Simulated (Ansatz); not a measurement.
# Ti: the cost of one run

Program: Ansatz 0.2.0. Level of theory: DFT PBE, scalar-relativistic, plane waves, PAW. These are calculated values, not measurements.

## (1) Starting point

It takes space group P4/mmm (No. 123, tetragonal). The conventional cell has a = 2.682 Å, b = 2.682 Å, c = 2.748 Å, α = 90.00°, β = 90.00°, γ = 90.00°. Ti (site symmetry 4/mmm) has 6 Ti at 2.68 to 2.75 Å as nearest neighbours.

Coordinates:

```
Ti
1.0
     2.68239    0.00000    0.00000
     0.00000    2.68239    0.00000
     0.00000    0.00000    2.74837
Ti
1
Direct
  0.00000 0.00000 0.00000
```

This is candidate A: P type (P4/mmm, No. 123).

(A quick probe on a coarse mesh, which set the mesh and smearing, is not shown.)

## (3) A loose first relaxation (candidate A)

The input, input.yaml:

```yaml
crystal:
  lattice:
    - [2.6823919889, 0.0, 0.0]
    - [0.0, 2.6823919889, 0.0]
    - [0.0, 0.0, 2.7483673331]
  atoms:
    - { symbol: Ti, position: [0.0, 0.0, 0.0] }
basis:
  ecutwfc: 420
kpoints:
  mp_grid: { grid: [6, 6, 6] }
hamiltonian:
  xc: pbe
scf:
  occupations: { method: gaussian, width: 0.1 }
  lower_state_search: "off"
output:
  forces: true
  stress: true
  eigenvalues: true
relax:
  adjacent_minimum: "off"
  f_tol: 0.04
  max_steps: 70
  cell: { stress_tol: 0.4 }
```

What time and memory should one allow on 1 thread of an x86-64 CPU, shared host?

About 2.5 s, with a peak of 0.31 GiB.
